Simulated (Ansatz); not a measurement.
# C (C2/m) in Ansatz: a series of runs, part 2 of 2

Ansatz 0.2.0. The steps go on from the part before.

**8. Single point, HSE06, 9.52 Å³/atom (volume scaled by 1.04)**

Contents of input:

```
crystal:
  lattice:
    - [2.1553145742, -1.2444459046, 0.0]
    - [2.1553145742, 1.2444459046, 0.0]
    - [-1.3972173651, 0.0, 3.5489252341]
  atoms:
    - { symbol: C, position: [0.16664447, 0.16664447, 0.99990696] }
    - { symbol: C, position: [0.83335553, 0.83335553, 9.304e-05] }
hamiltonian:
  xc: hse06
  pseudopotentials: { kind: paw }
kpoints:
  mp_grid: { grid: [8, 8, 4] }
scf:
  occupations: { method: fermi_dirac, width: 0.05 }
output:
  forces: true
  stress: true
  eigenvalues: true
```

Run time: 7.9 s. Hardware: 1 × NVIDIA H100 80GB HBM3 with 2 threads of AMD EPYC 7R13 (Zen 3), shared host; peak memory 1.4 GiB.

It converged, with:

```
Free energy            : -501.8513 eV
Pressure               : -12.0 GPa
Largest force          : 0.008 eV/Å
Band gap on the k mesh : 2.02 eV, direct
```

Caveat: the k mesh is coarse (spacing up to 0.44 Å⁻¹), so the values aren't converged, least of all with exact exchange; the pressure holds a Pulay correction of +0.4 GPa for the finite cutoff; this functional lacks dispersion, which binds the layers, so the pressure and a relaxed spacing across them are unreliable; the PAW data sets come from PBE, with cores solved anew for the run's functional, which leaves a small shift of forces and pressure; the thresholds are loose for stress.

**9. Single point, HSE06, 9.70 Å³/atom (volume scaled by 1.06)**

Edit input of step 8 so:

```diff
@@ -2,5 +2,5 @@
   lattice:
-    - [2.1553145742, -1.2444459046, 0.0]
-    - [2.1553145742, 1.2444459046, 0.0]
-    - [-1.3972173651, 0.0, 3.5489252341]
+    - [2.1690430626, -1.2523725254, 0.0]
+    - [2.1690430626, 1.2523725254, 0.0]
+    - [-1.4061170787, 0.0, 3.5715304629]
   atoms:
```

Potentials or basis: Ansatz PAW.

It took 7.8 s on 1 × NVIDIA H100 80GB HBM3 with 2 threads of AMD EPYC 7R13 (Zen 3), shared host; peak memory 1.4 GiB.

Results (log left out):

```
Free energy            : -501.8188 eV
Pressure               : -16.4 GPa
Largest force          : 0.008 eV/Å
Band gap on the k mesh : 2.00 eV, direct
```

Caveat: the k mesh is coarse (spacing up to 0.44 Å⁻¹), so the values aren't converged, least of all with exact exchange; the pressure holds a Pulay correction of +0.4 GPa for the finite cutoff; this functional lacks dispersion, which binds the layers, so the pressure and a relaxed spacing across them are unreliable; the PAW data sets come from PBE, with cores solved anew for the run's functional, which leaves a small shift of forces and pressure; the thresholds are loose for stress.

**10. Equation of state, HSE06**

Potentials or basis: Ansatz PAW.

This step only gathers the single runs of the series.

What came out:

```
Equilibrium volume                        : 9.09 Å³/atom
Bulk modulus at fixed shape and positions : 283 GPa
Pressure derivative of the bulk modulus   : 3.5
```

Energy against volume, from the lowest point:
| volume (Å³/atom) | energy (meV/atom) |
| --- | --- |
| 8.604 | 24.73 |
| 8.787 | 9.14 |
| 8.970 | 1.13 |
| 9.153 | 0.00 |
| 9.336 | 5.21 |
| 9.519 | 16.19 |
| 9.702 | 32.41 |

Caveat: the k mesh is coarse (spacing up to 0.45 Å⁻¹), so the values aren't converged, least of all with exact exchange; the cell was scaled at fixed shape and fractional positions, which overstates the stiffness of a crystal with free parameters, most of all of layers and chains; the PAW data sets were made with another functional, which shifts forces and pressure a little; this functional lacks dispersion, which binds the layers, so the pressure and a relaxed spacing across them are unreliable.

**11. Band structure, PBE0**

Contents of input:

```
crystal:
  lattice:
    - [2.1273203072, -1.22828244, 0.0]
    - [2.1273203072, 1.22828244, 0.0]
    - [-1.3790696309, 0.0, 3.5028300786]
  atoms:
    - { symbol: C, position: [0.16664447, 0.16664447, 0.99990696] }
    - { symbol: C, position: [0.83335553, 0.83335553, 9.304e-05] }
hamiltonian:
  xc: pbe0
  pseudopotentials: { kind: paw }
kpoints:
  mp_grid: { grid: [8, 8, 6] }
  band_path:
    path:
      - [[0.0, 0.0, 0.0], [0.5, 0.5, -1.0], [0.4123194886, 0.4123194886, -1.119026649], [0.5, 0.5, -0.5], [0.6935932999, 0.3064067001, -0.5]]
      - [[0.3064067001, -0.3064067001, 0.5], [0.0, 0.0, 0.5], [0.5876805114, 0.5876805114, 0.119026649]]
      - [[0.5, 0.5, -1.0], [0.6104897536, 0.3895102464, -1.0]]
      - [[0.3895102464, -0.3895102464, 0.0], [0.0, 0.0, 0.0], [0.5, 0.0, -0.5]]
      - [[0.5, 0.0, 0.0], [0.0, 0.0, 0.0]]
    npoints: 4
scf:
  occupations: { method: fermi_dirac, width: 0.05 }
  n_extra_bands: 6
output:
  forces: true
  stress: true
  eigenvalues: true
  fatbands: false
```

It took 51 s on 1 × NVIDIA H100 80GB HBM3 with 2 threads of AMD EPYC 7R13 (Zen 3), shared host; peak memory 1.8 GiB.

It converged, with:

| Item | Value |
| --- | --- |
| Free energy | -501.9857 eV |
| Pressure | -2.0 GPa |
| Largest force | 0.009 eV/Å |
| Band gap along the path | 1.16 eV, direct |

Forces on the atoms (eV/Å):
```
C   -0.006  0.000  0.007
C    0.006  0.000 -0.007
```

Stress tensor (GPa, compression positive):
```
-3.78  0.00 -0.04
 0.00 -3.81  0.00
-0.04  0.00  1.54
```

Levels at the corners of the path, in eV from the valence-band top:
```
point  band 1  band 2  band 3  band 4  band 5  band 6  band 7  band 8
    Γ  -22.12   -7.89   -3.84   -3.83    5.14   10.29   10.30   14.10
    Y  -16.24  -15.02   -7.58   -3.01    2.67    9.07   14.70   16.05
    F  -17.78  -13.24   -7.37   -3.47    3.95    9.25   11.15   17.66
    L  -16.31  -15.08   -7.54   -2.44    3.27    9.38   13.33   13.84
    I  -15.16  -13.79  -11.78   -1.15    2.07   12.06   15.12   15.50
   I1  -15.16  -13.79  -11.78   -1.15    2.07   12.06   15.12   15.50
    Z  -21.90   -9.62   -3.85   -3.85   10.26   10.26   11.15   14.27
   F1  -17.78  -13.24   -7.37   -3.47    3.95    9.25   11.15   17.66
    Y  -16.24  -15.02   -7.58   -3.01    2.67    9.07   14.70   16.05
   X1  -15.42  -14.33  -10.66   -1.68    2.30   12.77   13.14   16.75
    X  -15.42  -14.33  -10.66   -1.68    2.30   12.77   13.14   16.75
    Γ  -22.12   -7.89   -3.84   -3.83    5.14   10.29   10.30   14.10
    N  -16.23  -15.02   -7.58   -3.05    2.62    9.07   14.81   16.28
    M  -16.32  -15.09   -7.54   -2.39    3.33    9.39   13.22   13.68
    Γ  -22.12   -7.89   -3.84   -3.83    5.14   10.29   10.30   14.10
```

Caveat: the pressure holds a Pulay correction of +0.4 GPa for the finite cutoff; this functional lacks dispersion, which binds the layers, so the pressure and a relaxed spacing across them are unreliable; the PAW data sets come from PBE, with cores solved anew for the run's functional, which leaves a small shift of forces and pressure; the thresholds are loose for stress.

**12. Overview**

```tsv
task	level	k mesh	points for each segment of the path	mesh quality	pressure (GPa)	largest force (eV/Å)
band structure	HSE06	8 × 8 × 6	4	not flagged	-1.9	0.01
equation of state	HSE06	8 × 8 × 4	-	coarse	-	-
band structure	PBE0	8 × 8 × 6	4	not flagged	-2.0	0.01
```

Alike in all rows: potentials or basis Ansatz PAW; no spin polarisation; cell as given; cutoff (eV) 420; smearing fermi-dirac 0.05 eV.

Caveats: some runs use coarse meshes; this functional lacks dispersion, which binds the layers, so the pressure and a relaxed spacing across them are unreliable; the PAW data sets come from PBE, with cores solved anew for the run's functional, which leaves a small shift of forces and pressure (some runs); the thresholds are loose for stress (some runs); the cell was scaled at fixed shape and fractional positions, which overstates the stiffness of a crystal with free parameters, most of all of layers and chains (some runs); the PAW data sets were made with another functional, which shifts forces and pressure a little (some runs).

Total energies depend on the potentials used, so only differences within one code and one set of settings carry meaning.
